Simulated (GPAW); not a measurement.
# Sb (R-3m) in GPAW: settings compared

Aim: see how the results for Sb move with the level of theory and the settings. Levels: PBE, LDA, PBEsol. Tasks: band structure.

Program: GPAW 26.7.0. These are calculated values, not measurements. Logs are shortened: lines on timing, memory, paths and dates and some standing lists are left out, and cuts for length are marked. The log counts tension as positive stress, the text compression.

### Step 1. Starting point

It takes space group R-3m (No. 166, trigonal). The conventional cell has a = 4.308 Å, b = 4.308 Å, c = 11.274 Å, α = 90.00°, β = 90.00°, γ = 120.00°. Around Sb (site symmetry 3m) lie 3 Sb at 2.91 Å.

### Step 2. Band structure, PBE

run.py reads:

```python
from ase import Atoms
from ase.dft.bandgap import bandgap
from ase.io import write
from ase.units import GPa
from gpaw import GPAW, PW

atoms = Atoms(['Sb', 'Sb'],
              cell=[[2.1542, 1.2437279499, 3.758],
                    [-2.1542, 1.2437279499, 3.758],
                    [0.0, -2.4874558998, 3.758]],
              scaled_positions=[[0.76651, 0.76651, 0.76651],
                                [0.23349, 0.23349, 0.23349]],
              pbc=True)

calc = GPAW(mode=PW(600),
            xc='PBE',
            kpts={'size': (8, 8, 8), 'gamma': True},
            occupations={'name': 'fermi-dirac', 'width': 0.05},
            nbands=25,
            convergence={'density': 1e-05, 'energy': 1e-05},
            maxiter=150,
            txt='gpaw.txt')
atoms.calc = calc
energy = atoms.get_potential_energy()
forces = atoms.get_forces()
stress = atoms.get_stress()
calc.write('gs.gpw')
write('result.traj', atoms)
print(f'Energy: {energy:.6f} eV')
print('Forces (eV/A):')
print(forces.round(4))
print('Stress (GPa):', (stress / GPa).round(3))
print('Fermi level:', round(calc.get_fermi_level(), 4), 'eV')
print(f'Gap: {bandgap(calc)[0]:.4f} eV, direct: {bandgap(calc, direct=True)[0]:.4f} eV')

path = atoms.cell.bandpath('GLB1,BZGX,QFP1Z,LP', npoints=60, eps=1e-4)
bs_calc = calc.fixed_density(kpts=path, symmetry='off', nbands=40,
                             convergence={'bands': 'CBM+6.0', 'eigenstates': 1e-6}, txt='bands.txt')
bs = bs_calc.band_structure()
bs.write('bs.json')
print(f'Gap on the path: {bandgap(bs_calc)[0]:.4f} eV')
```

Potentials or basis: GPAW PAW data sets (gpaw-data 1.2.1), pw.

Launch:

```console
$ OMP_NUM_THREADS=1 python run.py
```

gpaw.txt:

```text
__  _  _
 | _ |_)|_||  |
 |__||  | ||/\| - 26.7.0

Input parameters:
  mode=PW(ecut=600.0),
  convergence={'density': 1e-05, 'energy': 1e-05},
  kpts=MonkhorstPack(size=(8, 8, 8), gamma=True),
  maxiter=150,
  nbands=25,
  occupations=Occupations(name='fermi-dirac', width=0.05),
  xc=XC(name='PBE')

Diagonalizing LCAO Hamiltonian
Converting LCAO to pw mode

       Sb

       Sb

Atoms  # Å, Bohr magnetons
|   | symbol |         x |         y |        z |    initial magnetic moments |
|---|--------|-----------|-----------|----------|-----------------------------|
| 0 |     Sb |  0.000000 | -0.000000 | 8.641634 | ( 0.0000,  0.0000,  0.0000) |
| 1 |     Sb | -0.000000 | -0.000000 | 2.632366 | ( 0.0000,  0.0000,  0.0000) |

Unit cell  # Å
| periodic |         x |         y |        z |  lengths |    angles |
|----------|-----------|-----------|----------|----------|-----------|
|      yes |  2.154200 |  1.243728 | 3.758000 | 4.506662 | 57.110173 |
|      yes | -2.154200 |  1.243728 | 3.758000 | 4.506662 | 57.110173 |
|      yes |  0.000000 | -2.487456 | 3.758000 | 4.506662 | 57.110173 |

Number of symmetries: 12
Symmetry operations  # r_c * U_cc + t_c -> r_c
|    | kind |            matrix            |
|----|------|------------------------------|
|  0 |  E   |  1, 0, 0,  0, 1, 0,  0, 0, 1 |
|  1 |  σ   |  1, 0, 0,  0, 0, 1,  0, 1, 0 |
|  2 |  σ   |  0, 1, 0,  1, 0, 0,  0, 0, 1 |
|  3 |  C3  |  0, 1, 0,  0, 0, 1,  1, 0, 0 |
|  4 |  C3  |  0, 0, 1,  1, 0, 0,  0, 1, 0 |
|  5 |  σ   |  0, 0, 1,  0, 1, 0,  1, 0, 0 |
|  6 |  C2  |  0, 0,-1,  0,-1, 0, -1, 0, 0 |
|  7 |  S6  |  0, 0,-1, -1, 0, 0,  0,-1, 0 |
|  8 |  S6  |  0,-1, 0,  0, 0,-1, -1, 0, 0 |
|  9 |  C2  |  0,-1, 0, -1, 0, 0,  0, 0,-1 |
| 10 |  C2  | -1, 0, 0,  0, 0,-1,  0,-1, 0 |
| 11 |  i   | -1, 0, 0,  0,-1, 0,  0, 0,-1 |

BZ-sampling:
  Number of BZ points: 512
  Number of IBZ points: 65

  Monkhorst-Pack size: [8, 8, 8]
  Monkhorst-Pack shift: [0.0625, 0.0625, 0.0625]

K-points  # in reciprocal-cell coordinates
|     |                                coordinates |     weight |
|-----|--------------------------------------------|------------|
|   0 | (  0.00000000,   0.00000000,   0.00000000) | 0.00195312 |
|   1 | (  0.12500000,   0.00000000,  -0.12500000) | 0.01171875 |
|   2 | (  0.12500000,   0.00000000,   0.00000000) | 0.01171875 |
|   3 | (  0.12500000,   0.12500000,  -0.12500000) | 0.01171875 |
|   4 | (  0.12500000,   0.12500000,   0.00000000) | 0.01171875 |
|   5 | (  0.12500000,   0.12500000,   0.12500000) | 0.00390625 |
|   6 | (  0.25000000,  -0.12500000,  -0.12500000) | 0.01171875 |
|   7 | (  0.25000000,   0.00000000,  -0.25000000) | 0.01171875 |
|   8 | (  0.25000000,   0.00000000,  -0.12500000) | 0.02343750 |
|   9 | (  0.25000000,   0.00000000,   0.00000000) | 0.01171875 |
| ... |                                            |            |
|  64 | (  0.50000000,   0.50000000,   0.50000000) | 0.00195312 |

Plane wave coefficients: 2032
Cutoff: 600.0 eV

Spin-components: 1 (collinear spins)
Bands:           25
Projectors:      12
Spin-degeneracy: 2
Datatype:        complex128

Parallelization:
  kpt:    1
  domain: 1
  band:   1

Density:
  Valence electrons: 30.0
  Components: 1
  Grid points: [27 27 27]
  Charge: 0.0  # |e|

Potential:
  Grid points: [27 27 27]

species:
  Sb:
    name:    Antimony
    Z:       51.0
    valence: 15
    core:    36
    charge:  0.0  # [|e|]
    compensation charges:
      type: gauss
      rc: 0.36  # [Å]
      lmax: 2
    cutoffs:
      filter: 2.23  # [Å]
      core: 2.23  # [Å]
    projectors
    | kind |    occ | energy [eV] | rcut [Å] |
    |------|--------|-------------|----------|
    |   5s |  2.000 |     -12.815 |    1.154 |
    |   5p |  3.000 |      -4.830 |    1.233 |
    |   4d | 10.000 |     -33.514 |    1.196 |
    |    s |        |      14.396 |    1.154 |
    |    p |        |      22.381 |    1.233 |
    |    d |        |      -6.303 |    1.196 |

    Using partial waves for Sb as LCAO basis

Reference energy: -352563.116496  # eV

eigensolver:
  PPCG
  Converge bands: occupied
  niter=2

density mixing:
  MSR1-Mixer
  Pratt-step length: 0.05
  Maximum mixing coefficient: 0.75
  Old densities: 10
  SVD Regularization: 0.005
  Good broyden scale: 1.0
  Trust region scale: 1.0
  Backstep threshold: 4.0
  History deletion threshold: 6.0
  Fourier metric: weight=20.0, sigma=0.015

occupation numbers:
  Fermi-Dirac:
    width: 0.0500  # eV

poisson solver:
  ecut: 4800.0  # eV

xc functional:
  name: PBE with 2 nearest neighbor stencil

convergence criteria:
- Maximum integral of absolute [dens]ity change: 1e-05 electrons / valence electron
- Maximum [total energy] change in last 3 cyles: 1e-05 eV / valence electron
- Maximum integral of absolute [eigenst]ate change: 4e-08 eV^2 / valence electron
maximum number of iterations: 150

SCF iterations
|iter     | |      energy | eigst |  dens |
|---------|-|-------------|-------|-------|
|iter:   1| |   -8.798268 | +0.40 |       |
|iter:   2| |   -8.806365 | -1.95 | -1.68 |
|iter:   3| |   -8.807844 | -2.73 | -1.70 |
|iter:   4| |   -8.809411 | -3.29 | -2.21 |
|iter:   5| |   -8.809631 | -4.50 | -2.96 |
|iter:   6| |   -8.809667c| -5.54 | -3.43 |
|iter:   7| |   -8.809668c| -6.80 | -4.28 |
|iter:   8| |   -8.809668c| -7.69c| -4.78 |
|iter:   9| |   -8.809668c| -8.76c| -5.91c|

Converged in 9 steps
Energy contributions relative to reference atoms: (reference = -352563.116496)

Energy contributions:
  Kinetic:           2.375933
  Coulomb:          -3.496587
  Zero:              0.360532
  External:          0.000000
  Xc:               -8.048056
  Entropy:          -0.002981
  Spinorbit:         0.000000
  ----------------------------
  Free energy:      -8.811159
  Extrapolated:     -8.809668

dipole moment: (-0.000000, 0.000000, -0.000002)  # |e|*Ang

Fermi level: 7.028
Eigenvalues  # (at kpt = [0.000, 0.000, 0.000])
| band index |      eig [eV] | occ [0-2] |
|------------|---------------|-----------|
|          0 |       -22.529 |     2.000 |
|        ... |               |           |
|          7 |       -22.326 |     2.000 |
|          8 |       -22.249 |     2.000 |
|          9 |       -22.249 |     2.000 |
|         10 |        -5.768 |     2.000 |
|         11 |         2.141 |     2.000 |
|         12 |         4.866 |     2.000 |
[... 8 lines left out ...]
|         21 |        13.564 |     0.000 |
|         22 |        13.978 |     0.000 |
|        ... |               |           |
|         24 |        14.679 |     0.000 |

No gap
No difference between direct/indirect transitions

Forces  # eV/Ang
|       x |        y |        z |
|---------|----------|----------|
| 0.00000 | -0.00000 | -0.14176 |  # Sb   0
| 0.00000 |  0.00000 |  0.14176 |  # Sb   1

Stress tensor  # eV/Ang^3
|         x |         y |         z |
|-----------|-----------|-----------|
| -0.016005 | -0.000000 |  0.000000 |
| -0.000000 | -0.016005 | -0.000000 |
|  0.000000 | -0.000000 | -0.012710 |

# Writing to gs.gpw (mode='')
```

stdout:

```text
Energy: -8.809668 eV
Forces (eV/A):
[[ 0.     -0.     -0.1418]
 [ 0.      0.      0.1418]]
Stress (GPa): [-2.564 -2.564 -2.036 -0.     0.    -0.   ]
Fermi level: 7.0276 eV
Gap: 0.0000 eV, direct: 0.0000 eV
Gap on the path: 0.0000 eV
```

bands.txt:

```text
Diagonalizing LCAO Hamiltonian
Converting LCAO to pw mode
convergence criteria:
- Maximum integral of absolute [eigenst]ate change: 1e-06 eV^2 / valence electron
maximum number of iterations: 150

SCF iterations
|iter     | |      energy | eigst |  dens |
|---------|-|-------------|-------|-------|
|iter:   1| |             | +0.84 |       |
[... 66 lines left out ...]
         [ 0.5       ,  0.5       ,  0.5       ],
         [ 0.5       ,  0.        ,  0.        ],
         [ 0.54338544,  0.06164061,  0.06164061],
         [ 0.58677088,  0.12328123,  0.12328123],
         [ 0.63015632,  0.18492184,  0.18492184],
         [ 0.67354176,  0.24656245,  0.24656245],
         [ 0.7169272 ,  0.30820307,  0.30820307],
         [ 0.76031264,  0.36984368,  0.36984368]])),
  maxiter=150,
  nbands=40,
  occupations=Occupations(name='fermi-dirac', width=0.05),
  symmetry=Symmetry(point_group=False, time_reversal=False),
  xc=XC(name='PBE')
```

Run time: 2.5 min. Hardware: 1 thread of Intel Xeon Platinum 8259CL at 2.50GHz (Skylake/Cascade Lake), shared host; peak memory 0.34 GiB.

What came out:

```
Free energy             : -8.8112 eV
Pressure                : 2.4 GPa
Largest force           : 0.142 eV/Å
Band gap along the path : none (metal or under the smearing width)
```

Forces on the atoms (eV/Å):
```
Sb   0.000  0.000 -0.142
Sb   0.000  0.000  0.142
```

Stress tensor (GPa, compression positive):
```
2.56 0.00 0.00
0.00 2.56 0.00
0.00 0.00 2.04
```

Levels at the corners of the path, in eV from the Fermi level:
```
point  band 13  band 14  band 15  band 16  band 17  band 18
    Γ    -2.16    -1.90    -1.90     1.98     2.60     2.60
    L    -2.04    -1.92    -0.39    -0.29     0.10     0.41
   B1    -5.08    -4.94    -0.83     0.60     4.52     4.58
    B    -5.08    -4.94    -0.83     0.60     4.52     4.58
    Z    -1.41    -1.41    -0.56     0.04     0.04     1.03
    Γ    -2.16    -1.90    -1.90     1.98     2.60     2.60
    X    -5.39    -3.27    -3.01     2.71     3.10     4.07
    Q    -5.39    -3.27    -3.01     2.71     3.10     4.07
    F    -5.52    -3.85    -3.75     1.45     4.84     5.43
   P1    -5.44    -3.31    -2.81     2.37     3.09     4.52
    Z    -1.41    -1.41    -0.56     0.04     0.04     1.03
    L    -2.04    -1.92    -0.39    -0.29     0.10     0.41
    P    -5.44    -3.31    -2.81     2.37     3.09     4.52
```

Caveat: spin-orbit coupling is left out, which moves the levels of the heavy elements.

### Step 3. Band structure, PBE, spin-orbit coupling, no magnetisation

run.py: that of step 2 with these lines changed.

```diff
@@ -1 +1,2 @@
+import numpy as np
 from ase import Atoms
@@ -3,4 +4,6 @@
 from ase.io import write
-from ase.units import GPa
+from ase.units import Bohr, GPa
 from gpaw import GPAW, PW
+from gpaw.elf import elf_from_dft_calculation
+from gpaw.spinorbit import soc_eigenstates
 
@@ -16,3 +19,3 @@
             xc='PBE',
-            kpts={'size': (8, 8, 8), 'gamma': True},
+            kpts={'size': (6, 6, 6), 'gamma': True},
             occupations={'name': 'fermi-dirac', 'width': 0.05},
@@ -35,3 +38,8 @@
 
-path = atoms.cell.bandpath('GLB1,BZGX,QFP1Z,LP', npoints=60, eps=1e-4)
+# fields on the real-space grid
+write('density.cube', atoms, data=calc.get_pseudo_density() * Bohr**3)
+write('potential.cube', atoms, data=calc.get_electrostatic_potential())
+write('elf.cube', atoms, data=elf_from_dft_calculation(calc).data)
+
+path = atoms.cell.bandpath('GLB1,BZGX,QFP1Z,LP', npoints=80, eps=1e-4)
 bs_calc = calc.fixed_density(kpts=path, symmetry='off', nbands=40,
@@ -41 +49,7 @@
 print(f'Gap on the path: {bandgap(bs_calc)[0]:.4f} eV')
+
+soc = soc_eigenstates(bs_calc, theta=54.7, phi=45)
+np.savetxt('soc_bands.dat', soc.eigenvalues(), fmt='%.4f')
+mesh = soc_eigenstates('gs.gpw', theta=54.7, phi=45)
+np.savetxt('soc_mesh.dat', mesh.eigenvalues(), fmt='%.4f')
+print('Fermi level with spin-orbit coupling:', round(mesh.fermi_level, 4), 'eV')
```

Potentials or basis: GPAW PAW data sets (gpaw-data 1.2.1), pw.

Launch:

```console
$ OMP_NUM_THREADS=1 python run.py
```

gpaw.txt:

```text
__  _  _
 | _ |_)|_||  |
 |__||  | ||/\| - 26.7.0

Input parameters:
  mode=PW(ecut=600.0),
  convergence={'density': 1e-05, 'energy': 1e-05},
  kpts=MonkhorstPack(size=(6, 6, 6), gamma=True),
  maxiter=150,
  nbands=25,
  occupations=Occupations(name='fermi-dirac', width=0.05),
  xc=XC(name='PBE')

Diagonalizing LCAO Hamiltonian
Converting LCAO to pw mode

       Sb

       Sb

Atoms  # Å, Bohr magnetons
|   | symbol |         x |         y |        z |    initial magnetic moments |
|---|--------|-----------|-----------|----------|-----------------------------|
| 0 |     Sb |  0.000000 | -0.000000 | 8.641634 | ( 0.0000,  0.0000,  0.0000) |
| 1 |     Sb | -0.000000 | -0.000000 | 2.632366 | ( 0.0000,  0.0000,  0.0000) |

Unit cell  # Å
| periodic |         x |         y |        z |  lengths |    angles |
|----------|-----------|-----------|----------|----------|-----------|
|      yes |  2.154200 |  1.243728 | 3.758000 | 4.506662 | 57.110173 |
|      yes | -2.154200 |  1.243728 | 3.758000 | 4.506662 | 57.110173 |
|      yes |  0.000000 | -2.487456 | 3.758000 | 4.506662 | 57.110173 |

Number of symmetries: 12
Symmetry operations  # r_c * U_cc + t_c -> r_c
|    | kind |            matrix            |
|----|------|------------------------------|
|  0 |  E   |  1, 0, 0,  0, 1, 0,  0, 0, 1 |
|  1 |  σ   |  1, 0, 0,  0, 0, 1,  0, 1, 0 |
|  2 |  σ   |  0, 1, 0,  1, 0, 0,  0, 0, 1 |
|  3 |  C3  |  0, 1, 0,  0, 0, 1,  1, 0, 0 |
|  4 |  C3  |  0, 0, 1,  1, 0, 0,  0, 1, 0 |
|  5 |  σ   |  0, 0, 1,  0, 1, 0,  1, 0, 0 |
[... 109 lines left out ...]
- Maximum integral of absolute [dens]ity change: 1e-05 electrons / valence electron
- Maximum [total energy] change in last 3 cyles: 1e-05 eV / valence electron
- Maximum integral of absolute [eigenst]ate change: 4e-08 eV^2 / valence electron
maximum number of iterations: 150

SCF iterations
|iter     | |      energy | eigst |  dens |
|---------|-|-------------|-------|-------|
|iter:   1| |   -8.810087 | +0.40 |       |
|iter:   2| |   -8.818171 | -1.96 | -1.68 |
|iter:   3| |   -8.819442 | -2.75 | -1.71 |
|iter:   4| |   -8.820970 | -3.28 | -2.20 |
|iter:   5| |   -8.821190 | -4.50 | -2.96 |
|iter:   6| |   -8.821222c| -5.61 | -3.47 |
|iter:   7| |   -8.821223c| -6.83 | -4.33 |
|iter:   8| |   -8.821223c| -7.55c| -4.81 |
|iter:   9| |   -8.821223c| -8.06c| -5.95c|

Converged in 9 steps
Energy contributions relative to reference atoms: (reference = -352563.116496)

Energy contributions:
  Kinetic:           2.492135
  Coulomb:          -3.621083
  Zero:              0.360971
  External:          0.000000
  Xc:               -8.051900
  Entropy:          -0.002691
  Spinorbit:         0.000000
  ----------------------------
  Free energy:      -8.822568
  Extrapolated:     -8.821223

dipole moment: (-0.000000, -0.000000, -0.000002)  # |e|*Ang

Fermi level: 6.983
Eigenvalues  # (at kpt = [0.000, 0.000, 0.000])
| band index |      eig [eV] | occ [0-2] |
|------------|---------------|-----------|
|          0 |       -22.527 |     2.000 |
|        ... |               |           |
|          7 |       -22.323 |     2.000 |
|          8 |       -22.247 |     2.000 |
|          9 |       -22.247 |     2.000 |
|         10 |        -5.766 |     2.000 |
|         11 |         2.140 |     2.000 |
|         12 |         4.865 |     2.000 |
[... 8 lines left out ...]
|         21 |        13.563 |     0.000 |
|         22 |        13.975 |     0.000 |
|        ... |               |           |
|         24 |        14.677 |     0.000 |

No gap
No difference between direct/indirect transitions

Forces  # eV/Ang
|       x |        y |        z |
|---------|----------|----------|
| 0.00000 | -0.00000 | -0.05519 |  # Sb   0
| 0.00000 | -0.00000 |  0.05519 |  # Sb   1

Stress tensor  # eV/Ang^3
|         x |         y |         z |
|-----------|-----------|-----------|
| -0.015886 |  0.000000 |  0.000000 |
| -0.000000 | -0.015886 |  0.000000 |
| -0.000000 |  0.000000 | -0.014207 |

# Writing to gs.gpw (mode='')
```

bands.txt:

```text
Diagonalizing LCAO Hamiltonian
Converting LCAO to pw mode
convergence criteria:
- Maximum integral of absolute [eigenst]ate change: 1e-06 eV^2 / valence electron
maximum number of iterations: 150

SCF iterations
|iter     | |      energy | eigst |  dens |
|---------|-|-------------|-------|-------|
|iter:   1| |             | +0.83 |       |
[... 86 lines left out ...]
         [ 0.53253908,  0.04623046,  0.04623046],
         [ 0.56507816,  0.09246092,  0.09246092],
         [ 0.59761724,  0.13869138,  0.13869138],
         [ 0.63015632,  0.18492184,  0.18492184],
         [ 0.6626954 ,  0.2311523 ,  0.2311523 ],
         [ 0.69523448,  0.27738276,  0.27738276],
         [ 0.72777356,  0.32361322,  0.32361322],
         [ 0.76031264,  0.36984368,  0.36984368]])),
  maxiter=150,
  nbands=40,
  occupations=Occupations(name='fermi-dirac', width=0.05),
  symmetry=Symmetry(point_group=False, time_reversal=False),
  xc=XC(name='PBE')
```

Wall time 2.2 min (1 thread of Intel Xeon Platinum 8259CL at 2.50GHz (Skylake/Cascade Lake), shared host); peak memory 0.38 GiB.

What came out:

| Property | Result |
| --- | --- |
| Free energy | -8.8226 eV |
| Pressure | 2.5 GPa |
| Largest force | 0.055 eV/Å |
| Band gap along the path | none (metal or under the smearing width) |

Forces on the atoms (eV/Å):
```
Sb   0.000  0.000 -0.055
Sb   0.000  0.000  0.055
```

Levels at the corners of the path, in eV from the Fermi level:
| point | band 26 | band 27 | band 28 | band 29 | band 30 | band 31 | band 32 | band 33 | band 34 | band 35 |
| --- | --- | --- | --- | --- | --- | --- | --- | --- | --- | --- |
| Γ | -2.50 | -1.73 | -1.73 | -1.55 | -1.55 | 1.77 | 1.77 | 2.60 | 2.60 | 2.95 |
| L | -2.04 | -1.92 | -1.92 | -0.35 | -0.35 | -0.24 | -0.24 | 0.22 | 0.22 | 0.51 |
| B1 | -5.05 | -4.89 | -4.89 | -0.79 | -0.79 | 0.65 | 0.65 | 4.50 | 4.50 | 4.72 |
| B | -5.05 | -4.89 | -4.89 | -0.79 | -0.79 | 0.65 | 0.65 | 4.50 | 4.50 | 4.72 |
| Z | -1.67 | -1.09 | -1.08 | -0.63 | -0.63 | -0.02 | -0.02 | 0.32 | 0.32 | 1.12 |
| Γ | -2.50 | -1.73 | -1.73 | -1.55 | -1.55 | 1.77 | 1.77 | 2.60 | 2.60 | 2.95 |
| X | -5.35 | -3.33 | -3.33 | -2.87 | -2.87 | 2.62 | 2.62 | 3.29 | 3.29 | 4.12 |
| Q | -5.35 | -3.33 | -3.33 | -2.87 | -2.87 | 2.62 | 2.62 | 3.29 | 3.29 | 4.12 |
| F | -5.48 | -3.99 | -3.99 | -3.52 | -3.52 | 1.51 | 1.51 | 4.70 | 4.70 | 5.67 |
| P1 | -5.40 | -3.34 | -3.34 | -2.69 | -2.69 | 2.37 | 2.37 | 3.16 | 3.17 | 4.61 |
| Z | -1.67 | -1.09 | -1.08 | -0.63 | -0.63 | -0.02 | -0.02 | 0.32 | 0.32 | 1.12 |
| L | -2.04 | -1.92 | -1.92 | -0.35 | -0.35 | -0.24 | -0.24 | 0.22 | 0.22 | 0.51 |
| P | -5.40 | -3.34 | -3.34 | -2.69 | -2.69 | 2.37 | 2.37 | 3.16 | 3.16 | 4.61 |

Caveat: spin-orbit coupling was added after a scalar SCF, so levels and gaps hold it while energy, forces, pressure and moments don't; this program's spin-orbit splittings come out too wide for heavy elements.

(Part 1 of 2 ends here.)
